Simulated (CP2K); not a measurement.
## CdTe in CP2K: the effect of functional

CdTe:

```
Te Cd
1.0
     4.53255    0.00000    0.00000
     2.26628    3.92531    0.00000
     2.26628    1.30844    3.70082
Te Cd
1 1
Direct
  0.75000 0.75000 0.75000
  0.00000 0.00000 0.00000
```

Alike in all runs:

| Property | Result |
| --- | --- |
| Program | CP2K 2026.2 |
| Task | band structure |
| Potentials or basis | POTENTIAL_UZH Te GTH-PBE-q6, Cd GTH-PBE-q12; TZVP-MOLOPT-PBE-GTH basis |
| Density cutoff | 9184 eV |
| k mesh | 7 × 7 × 7 |
| Occupations | fermi-dirac, width 0.05 eV |
| Spin | no spin polarisation |

| functional | gap on the mesh (eV) | pressure (GPa) |
| --- | --- | --- |
| LDA | 0.61 | 1.9 |
| vdW-DF2 | ? | ? |
| BLYP | 0.89 | 7.6 |
| RPBE | 1.01 | 6.1 |
| MS2 | 1.17 | 3.7 |

Q: What does the run with functional vdW-DF2 give?

A: gap on the mesh 0.88 eV; pressure 8.5 GPa.

Caveats: the potentials were made for another functional, which shifts forces and pressure; spin-orbit coupling is left out, which moves the levels of the heavy elements; the basis of atomic orbitals isn't converged, which shifts pressures, moduli and gaps.

Runs at the PBE level aren't shown here.
